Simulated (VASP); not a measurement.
# Sb (Im-3m) in VASP: notebook, part 2 of 2

VASP 6.6.1.

## (3) Single point, PBE0(alpha)

Input file POSCAR:

```
Sb
1.0
   -1.8713408863      1.8713408863      1.8713408863
    1.8713408863     -1.8713408863      1.8713408863
    1.8713408863      1.8713408863     -1.8713408863
Sb
1
Direct
    0.0000000000      0.0000000000      0.0000000000
```

Input file INCAR.step1:

```
ALGO = Normal ; EDIFF = 1E-5
ENCUT = 520 ; GGA = PE
ISIF = 2 ; ISMEAR = -1
LASPH = True ; LCHARG = False
LREAL = False ; LWAVE = True
NBANDS = 8 ; NELM = 80
PREC = Accurate ; SIGMA = 0.05
```

Input file INCAR.step2:

```
AEXX = 0.05 ; ALGO = Normal
EDIFF = 1E-6 ; ENCUT = 520
GGA = PE ; HFRCUT = -1
ISIF = 2 ; ISMEAR = -1
ISTART = 1 ; LASPH = True
LCHARG = False ; LHFCALC = True
LREAL = False ; LWAVE = False
NBANDS = 8 ; NELM = 80
PREC = Accurate ; PRECFOCK = Fast
SIGMA = 0.05
```

Input file KPOINTS:

```
k-points
0
Gamma
  5 5 5
```

Potentials or basis: VASP PAW PBE potentials, release 64 (Sb).

Launch:

```bash
$ cat potpaw_PBE.64/Sb/POTCAR > POTCAR
$ cp INCAR.step1 INCAR
$ mpirun -np 1 vasp_std > vasp.out
$ cp INCAR.step2 INCAR
$ mpirun -np 1 vasp_std > vasp.out
```

OUTCAR:

```text
AEXX = 0.05
   EDIFF = 1E-6
   ENCUT = 520
   GGA = PE
   ISIF = 2
   ISMEAR = -1
   ISTART = 1
   LASPH = True
   LHFCALC = True
   LREAL = False
   NELM = 80
   PREC = Accurate
   PRECFOCK = Fast

 ion  position               nearest neighbor table
   1  0.000  0.000  0.000-

  LATTYP: Found a body centered cubic cell.
 ALAT       =     3.7426817726

  Lattice vectors:

 A1 = (  -1.8713408863,   1.8713408863,   1.8713408863)
 A2 = (   1.8713408863,  -1.8713408863,   1.8713408863)
 A3 = (   1.8713408863,   1.8713408863,  -1.8713408863)

Analysis of symmetry for initial positions (statically):
=====================================================================
 Subroutine PRICEL returns:
 Original cell was already a primitive cell.

 Routine SETGRP: Setting up the symmetry group for a
 body centered cubic supercell.

 Subroutine GETGRP returns: Found 48 space group operations
 (whereof 48 operations were pure point group operations)
 out of a pool of 48 trial point group operations.

The static configuration has the point symmetry O_h .

Analysis of symmetry for dynamics (positions and initial velocities):
=====================================================================
 Subroutine PRICEL returns:
 Original cell was already a primitive cell.

 Routine SETGRP: Setting up the symmetry group for a
 body centered cubic supercell.

 Subroutine GETGRP returns: Found 48 space group operations
 (whereof 48 operations were pure point group operations)
 out of a pool of 48 trial point group operations.

The dynamic configuration has the point symmetry O_h .

 Subroutine INISYM returns: Found 48 space group operations
 (whereof 48 operations are pure point group operations),
 and found     1 'primitive' translations

----------------------------------------------------------------------------------------

                                     Primitive cell

  volume of cell :      26.2131

  direct lattice vectors                    reciprocal lattice vectors
    -1.871340886  1.871340886  1.871340886     0.000000000  0.267188092  0.267188092
     1.871340886 -1.871340886  1.871340886     0.267188092  0.000000000  0.267188092
     1.871340886  1.871340886 -1.871340886     0.267188092  0.267188092  0.000000000

  length of vectors
     3.241257493  3.241257493  3.241257493     0.377861023  0.377861023  0.377861023

  position of ions in fractional coordinates (direct lattice)
     0.000000000  0.000000000  0.000000000

  ion indices of the primitive-cell ions
   primitive index   ion index
                 1           1

----------------------------------------------------------------------------------------

 KPOINTS: k-points

Automatic generation of k-mesh.
 Grid dimensions read from file:
 generate k-points for:    5    5    5

 Generating k-lattice:

  Cartesian coordinates                     Fractional coordinates (reciprocal lattice)
     0.000000000  0.053437618  0.053437618     0.200000000  0.000000000  0.000000000
     0.053437618  0.000000000  0.053437618     0.000000000  0.200000000  0.000000000
[... 25 lines left out ...]
   k-points           NKPTS =     10   k-points in BZ     NKDIM =    125   number of bands    NBANDS=      8
   number of dos      NEDOS =    301   number of ions     NIONS =      1
   total plane-waves  NPLWV =  13824
   dimension x,y,z NGX =    24 NGY =   24 NGZ =   24
   dimension x,y,z NGXF=    48 NGYF=   48 NGZF=   48
   ions per type =               1
   NGX,Y,Z   is equivalent  to a cutoff of  12.31, 12.31, 12.31 a.u.
   NGXF,Y,Z  is equivalent  to a cutoff of  24.62, 24.62, 24.62 a.u.
 SYSTEM =  unknown system
   PREC   = accura    normal or accurate (medium, high low for compatibility)
   ISTART =      1    job   : 0-new  1-cont  2-samecut
   ICHARG =      0    charge: 1-file 2-atom 10-const
   ISPIN  =      1    spin polarized calculation?
   LNONCOLLINEAR =      F non collinear calculations
   LSORBIT =      F    spin-orbit coupling
   LASPH  =      T    aspherical Exc in radial PAW
   ENCUT  =  520.0 eV  38.22 Ry    6.18 a.u.   6.03  6.03  6.03*2*pi/ulx,y,z
   NELM   =     80;   NELMIN=  2; NELMDL=  0     # of ELM steps
   EDIFF  = 0.1E-05   stopping-criterion for ELM
   LREAL  =      F    real-space projection
   EDIFFG = 0.1E-04   stopping-criterion for IOM
   NSW    =      0    number of steps for IOM
   IBRION =     -1    ionic relax: 0-MD 1-quasi-New 2-CG
   NFREE  =      0    steps in history (QN), initial steepest desc. (CG)
   ISIF   =      2    stress and relaxation
   ISYM   =      3    0-nonsym 1-usesym 2-fastsym
   POTIM  = 0.5000    time-step for ionic-motion
   TEBEG  =    0.0;   TEEND  =   0.0 temperature during run
   PSTRESS=    0.0 pullay stress
   NELECT =       5.0000    total number of electrons
   NUPDOWN=      -1.0000    fix difference up-down
   EMIN   =  10.00;   EMAX   =-10.00  energy-range for DOS
   EFERMI =   0.00;   METHOD = LEGACY
   ISMEAR =    -1;   SIGMA  =   0.05  broadening in eV -4-tet -1-fermi 0-gaus
   EFERMI_NEDOS =   21; number of points for ismear=-14 and -15
   IALGO  =     38    algorithm
   IMIX   =      1    mixing-type and parameters
     AMIX     =   0.40;   BMIX     =  1.00
     AMIX_MAG =   1.60;   BMIX_MAG =  1.00
  volume/ion in A,a.u.               =      26.21       176.89
  Fermi-wavevector in a.u.,A,eV,Ry     =   0.942378  1.780837 12.083018  0.888077
  Thomas-Fermi vector in A             =   2.069982
   LORBIT       =      0    0 simple, 1 ext, 2 COOP (PROOUT), +10 PAW based schemes
   GGA     = PE    functional components
   LHFCALC =     T    Hartree Fock is set to
   PRECFOCK=fast      Normal, Fast or Accurate (Low or Medium for compatibility)
   ENCUT4O =  -1.0   cutoff for four orbital integrals eV
   NKREDX  =     1    reduce k-point grid by
   NKREDY  =     1    reduce k-point grid by
   NKREDZ  =     1    reduce k-point grid by
   AEXX    =    0.0500 exact exchange contribution
   HFSCREEN=    0.0000 screening length (either q_TF or 0.3 A-1)
   HFSCREENC=   0.0000 screening length for correlation (either q_TF or 0.3 A-1)
   ENCUTFOCK=  -1.0 apply spherical cutoff to Coloumb kernel
   IVDW    =     0    specifies the selected vdW correction
   LEPSILON=     F    determine dielectric tensor
   LRPA    =     F    only Hartree local field effects (RPA)
 non-spin polarized calculation
  energy-cutoff  :      520.00
  volume of cell :       26.21
 maximum number of plane-waves:       713
  NGX = 14; NGY = 14; NGZ = 14

 number of electron       4.9999999 magnetization

 Free energy of the ion-electron system (eV)
  ---------------------------------------------------
  ext. energy  EPLUGINS =         0.00000000
  ---------------------------------------------------
  free energy    TOTEN  =        -4.12173506 eV

  energy without entropy =       -4.09605593  energy(sigma->0) =       -4.10889549

 E-fermi :   8.8913     XC(G=0):  -9.9210

 val. band max:        8.8824184256   @ k =   0.2000   0.2000   0.0000
 cond. band min:       8.9219984311   @ k =  -0.4000   0.4000   0.2000
 fundamental gap:      0.0395800055
 Fermi energy:         8.8913407044

 k-point     1 :       0.0000    0.0000    0.0000
  band No.  band energies     occupation
      1      -4.7002      2.00000
      2      14.7045      0.00000
      3      14.7045      0.00000
      4      14.7045      0.00000
      5      19.6236      0.00000
      6      19.6236      0.00000
      7      19.6236      0.00000
      8      20.8690      0.00000
[... 89 lines left out ...]
 k-point    10 :      -0.4000    0.4000    0.4000
  band No.  band energies     occupation
      1       1.6810      2.00000
      2       6.7230      2.00000
      3       7.0742      2.00000
      4       7.0742      2.00000
      5      12.1938      0.00000
      6      14.2865      0.00000
      7      24.2111      0.00000
      8      24.8413      0.00000

------------------------ aborting loop because EDIFF is reached ----------------------------------------

  FORCE on cell =-STRESS in cart. coord.  units (eV):
  Direction    XX          YY          ZZ          XY          YZ          ZX
  --------------------------------------------------------------------------------------
  -------------------------------------------------------------------------------------
  Total        0.0717371      0.0717371      0.0717371     -0.0000000      0.0000000     -0.0000000
  in kB        4.3846577      4.3846577      4.3846577     -0.0000000      0.0000000     -0.0000000
  external PRESSURE =       4.3846577 kB  Pullay stress =       0.0000000 kB

 VOLUME and BASIS-vectors are now :
 -----------------------------------------------------------------------------
  energy-cutoff  :      520.00
  volume of cell :       26.21
      direct lattice vectors                 reciprocal lattice vectors
    -1.871340886  1.871340886  1.871340886     0.000000000  0.267188092  0.267188092
     1.871340886 -1.871340886  1.871340886     0.267188092  0.000000000  0.267188092
     1.871340886  1.871340886 -1.871340886     0.267188092  0.267188092  0.000000000

 POSITION                                       TOTAL-FORCE (eV/Angst)
 -----------------------------------------------------------------------------------
      0.00000      0.00000      0.00000        -0.000000     -0.000000      0.000000
 -----------------------------------------------------------------------------------
    total drift:                               -0.000000     -0.000000     -0.000000

  FREE ENERGIE OF THE ION-ELECTRON SYSTEM (eV)
  ---------------------------------------------------
  free  energy   TOTEN  =        -4.1217350577 eV

  energy  without entropy=       -4.0960559258  energy(sigma->0) =       -4.10889549
```

OUTCAR.step1:

```text
EDIFF = 1E-5
   ENCUT = 520
   GGA = PE
   ISIF = 2
   ISMEAR = -1
   LASPH = True
[... 308 lines left out ...]

 POSITION                                       TOTAL-FORCE (eV/Angst)
 -----------------------------------------------------------------------------------
      0.00000      0.00000      0.00000        -0.000000      0.000000      0.000000
 -----------------------------------------------------------------------------------
    total drift:                                0.000000      0.000000      0.000000

  FREE ENERGIE OF THE ION-ELECTRON SYSTEM (eV)
  ---------------------------------------------------
  free  energy   TOTEN  =        -3.8774843500 eV

  energy  without entropy=       -3.8513643556  energy(sigma->0) =       -3.86442435
```

OSZICAR.step1:

```text
N       E                     dE             d eps       ncg     rms          rms(c)
DAV:   1     0.419135002457E+01    0.41914E+01   -0.18125E+03   160   0.423E+02
DAV:   2    -0.380391355624E+01   -0.79953E+01   -0.77437E+01   224   0.538E+01
DAV:   3    -0.388153244791E+01   -0.77619E-01   -0.77210E-01   208   0.584E+00
DAV:   4    -0.388176812391E+01   -0.23568E-03   -0.23567E-03   200   0.375E-01
DAV:   5    -0.388176920961E+01   -0.10857E-05   -0.10848E-05   232   0.231E-02    0.183E+00
DAV:   6    -0.387888095851E+01    0.28883E-02   -0.21761E-03   184   0.244E-01    0.105E+00
DAV:   7    -0.387745916120E+01    0.14218E-02   -0.45868E-03   176   0.353E-01    0.648E-02
DAV:   8    -0.387748379592E+01   -0.24635E-04   -0.75783E-05   176   0.658E-02    0.533E-03
DAV:   9    -0.387748435004E+01   -0.55412E-06   -0.82182E-07   152   0.684E-03
   1 F= -.38774844E+01 E0= -.38644244E+01  d E =-.261200E-01
```

Wall time 12 s (1 thread of Intel Xeon 6975P-C (Granite Rapids), shared host); peak memory 0.14 GiB.

What came out:

| Item | Value |
| --- | --- |
| Free energy | -4.1217 eV |
| Pressure | 0.4 GPa |
| Band gap on the k mesh | none (metal or under the smearing width) |

Levels at points of the mesh, in eV from the Fermi level:
```
           k point  band 1  band 2  band 3  band 4  band 5  band 6  band 7
(0.00, 0.00, 0.00)  -13.59    5.81    5.81    5.81   10.73   10.73   10.73
```

Caveat: the k mesh is coarse (spacing up to 0.47 Å⁻¹), so the values aren't converged, least of all with exact exchange; the PAW data sets were made with another functional, which shifts forces and pressure a little. Spin-orbit coupling is left out, which matters for the levels of Sb.

## (4) Single point, PBE0(alpha)

POSCAR is that of step 3.

INCAR.step1 is that of step 3.

Edit INCAR.step2 of step 3 so:

```diff
@@ -1,2 +1,2 @@
-AEXX = 0.05 ; ALGO = Normal
+AEXX = 0.1 ; ALGO = Normal
 EDIFF = 1E-6 ; ENCUT = 520
```

KPOINTS is that of step 3.

Launch:

```bash
$ cat potpaw_PBE.64/Sb/POTCAR > POTCAR
$ cp INCAR.step1 INCAR
$ mpirun -np 1 vasp_std > vasp.out
$ cp INCAR.step2 INCAR
$ mpirun -np 1 vasp_std > vasp.out
```

It took 21 s on 1 thread of Intel Xeon 6975P-C (Granite Rapids), shared host; peak memory 0.14 GiB.

It converged, with:

```yaml
Free_energy: -4.3782 eV
Pressure: -0.8 GPa
Band_gap_on_the_k_mesh: none (metal or under the smearing width)
```

Levels at points of the mesh, in eV from the Fermi level:
```csv
k point,band 1,band 2,band 3,band 4,band 5,band 6,band 7
"(0.00, 0.00, 0.00)",-14.02,6.04,6.04,6.04,10.94,10.94,10.94
```

Caveat: the k mesh is coarse (spacing up to 0.47 Å⁻¹), so the values aren't converged, least of all with exact exchange; the PAW data sets were made with another functional, which shifts forces and pressure a little.

## (5) Single point, PBE0(alpha)

POSCAR is that of step 4.

INCAR.step1 is that of step 4.

Edit INCAR.step2 of step 4 so:

```diff
@@ -1,2 +1,2 @@
-AEXX = 0.1 ; ALGO = Normal
+AEXX = 0.15 ; ALGO = Normal
 EDIFF = 1E-6 ; ENCUT = 520
```

KPOINTS is that of step 4.

Launch:

```bash
$ cat potpaw_PBE.64/Sb/POTCAR > POTCAR
$ cp INCAR.step1 INCAR
$ mpirun -np 1 vasp_std > vasp.out
$ cp INCAR.step2 INCAR
$ mpirun -np 1 vasp_std > vasp.out
```

It took 16 s on 1 thread of Intel Xeon 6975P-C (Granite Rapids), shared host; peak memory 0.14 GiB.

The run converged. Its results:

| Property | Result |
| --- | --- |
| Free energy | -4.6516 eV |
| Pressure | -1.9 GPa |
| Band gap on the k mesh | none (metal or under the smearing width) |

Levels at points of the mesh, in eV from the Fermi level:
| k point | band 1 | band 2 | band 3 | band 4 | band 5 |
| --- | --- | --- | --- | --- | --- |
| (0.00, 0.00, 0.00) | -14.42 | 6.30 | 6.30 | 6.30 | 11.17 |

Caveat: the k mesh is coarse (spacing up to 0.47 Å⁻¹), so the values aren't converged, least of all with exact exchange; the PAW data sets were made with another functional, which shifts forces and pressure a little.

## (6) For comparison

An earlier run on the cell as given: functional PBE; potentials or basis VASP PAW PBE potentials, release 64 (Sb); cutoff 520 eV; k mesh 10 × 10 × 10; occupations fermi-dirac, width 0.05 eV; no spin polarisation.

* Pressure: 3.0 GPa
* Band gap on the k mesh: none (metal or under the smearing width)

## (7) The runs side by side

```tsv
level	potentials or basis	k mesh	cutoff (eV)	smearing	share of exact exchange	grid for exact exchange (PRECFOCK)	exchange at q = 0	mesh quality	gap on the mesh (eV)	pressure (GPa)
PBE	VASP PAW PBE potentials, release 64 (Sb_d_GW)	5 × 5 × 5	450	gaussian 0.02 eV	-	-	-	coarse	none	0.8
PBE0(alpha)	VASP PAW PBE potentials, release 64 (Sb)	5 × 5 × 5	520	fermi-dirac 0.05 eV	0.05	Fast	truncated	coarse	none	0.4
PBE0(alpha)	VASP PAW PBE potentials, release 64 (Sb)	5 × 5 × 5	520	fermi-dirac 0.05 eV	0.1	Fast	truncated	coarse	none	-0.8
PBE0(alpha)	VASP PAW PBE potentials, release 64 (Sb)	5 × 5 × 5	520	fermi-dirac 0.05 eV	0.15	Fast	truncated	coarse	none	-1.9
PBE	VASP PAW PBE potentials, release 64 (Sb)	10 × 10 × 10	520	fermi-dirac 0.05 eV	-	-	-	not flagged	none	3.0
```

Alike in all rows: task single point; no spin polarisation; cell as given.

Caveats: some runs use coarse meshes; the PAW data sets were made with another functional, which shifts forces and pressure a little (some runs).

Total energies depend on the potentials used, so only differences within one code and one set of settings carry meaning.
